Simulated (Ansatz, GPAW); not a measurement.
Given: the input of a run of Ansatz 0.2.0 on PbO2. The cell is a database's computed one, not the measured one.

File input.yaml:

```yaml
crystal:
  lattice:
    - [4.99495987, 0.0, 0.0]
    - [0.0, 4.99495987, 0.0]
    - [0.0, 0.0, 3.40900096]
  atoms:
    - { symbol: Pb, position: [0.5, 0.5, 0.5] }
    - { symbol: Pb, position: [0.0, 0.0, 0.0] }
    - { symbol: O, position: [0.69257104, 0.69257104, 0.0] }
    - { symbol: O, position: [0.80742896, 0.19257104, 0.5] }
    - { symbol: O, position: [0.19257104, 0.80742896, 0.5] }
    - { symbol: O, position: [0.30742896, 0.30742896, 0.0] }
hamiltonian:
  xc: pbe
  pseudopotentials: { kind: paw }
kpoints:
  mp_grid: { grid: [6, 6, 8] }
scf:
  occupations: { method: gaussian, width: 0.02 }
output:
  forces: true
  stress: true
  eigenvalues: true
  write_density: true
  write_potential: true
  elf: true
  volumetric_format: npy
```

Potentials or basis: Ansatz PAW.

Launch:

```bash
$ ansatz run input.yaml --threads 2 --pin off --max-ram 5632MiB --backend cpu --events-out ev --progress --plain --runs-dir out
```

**Question.** Set up the same calculation for GPAW 26.7.0 (ASE script). Potentials or basis there: GPAW PAW data sets (gpaw-data 1.2.1), cutoff 800 eV.

**Answer.** As run (cutoffs and basis follow the program's own potentials, and thresholds, step limits or extra output files can differ):

The input run.py:

```python
from ase import Atoms
from ase.dft.bandgap import bandgap
from ase.io import write
from ase.units import Bohr, GPa
from gpaw import GPAW, PW
from gpaw.elf import elf_from_dft_calculation

atoms = Atoms(['Pb', 'Pb', 'O', 'O', 'O', 'O'],
              cell=[[4.99495987, 0.0, 0.0],
                    [0.0, 4.99495987, 0.0],
                    [0.0, 0.0, 3.40900096]],
              scaled_positions=[[0.5, 0.5, 0.5],
                                [0.0, 0.0, 0.0],
                                [0.69257104, 0.69257104, 0.0],
                                [0.80742896, 0.19257104, 0.5],
                                [0.19257104, 0.80742896, 0.5],
                                [0.30742896, 0.30742896, 0.0]],
              pbc=True)

calc = GPAW(mode=PW(800),
            xc='PBE',
            kpts={'size': (6, 6, 8), 'gamma': True},
            occupations={'name': 'methfessel-paxton', 'order': 0, 'width': 0.02},
            nbands=43,
            convergence={'density': 1e-05, 'energy': 1e-05},
            maxiter=150,
            txt='gpaw.txt')
atoms.calc = calc
energy = atoms.get_potential_energy()
forces = atoms.get_forces()
stress = atoms.get_stress()
calc.write('gs.gpw')
write('result.traj', atoms)
print(f'Energy: {energy:.6f} eV')
print('Forces (eV/A):')
print(forces.round(4))
print('Stress (GPa):', (stress / GPa).round(3))
print('Fermi level:', round(calc.get_fermi_level(), 4), 'eV')
print(f'Gap: {bandgap(calc)[0]:.4f} eV, direct: {bandgap(calc, direct=True)[0]:.4f} eV')

# fields on the real-space grid
write('density.cube', atoms, data=calc.get_pseudo_density() * Bohr**3)
write('potential.cube', atoms, data=calc.get_electrostatic_potential())
write('elf.cube', atoms, data=elf_from_dft_calculation(calc).data)
```

Potentials or basis: GPAW PAW data sets (gpaw-data 1.2.1), pw.

Command:

```sh
$ OMP_NUM_THREADS=1 python run.py
```

Both were run:

|  | Ansatz | GPAW |
| --- | --- | --- |
| Pressure | 5.6 GPa | 4.1 GPa |

Ansatz's pressure holds a Pulay term of +0.58 GPa for its cutoff of 420 eV, which the other run lacks.

Where Ansatz's input types no cutoff or centring, it takes its own default and a Γ-centred mesh.

Pressure is positive in compression.
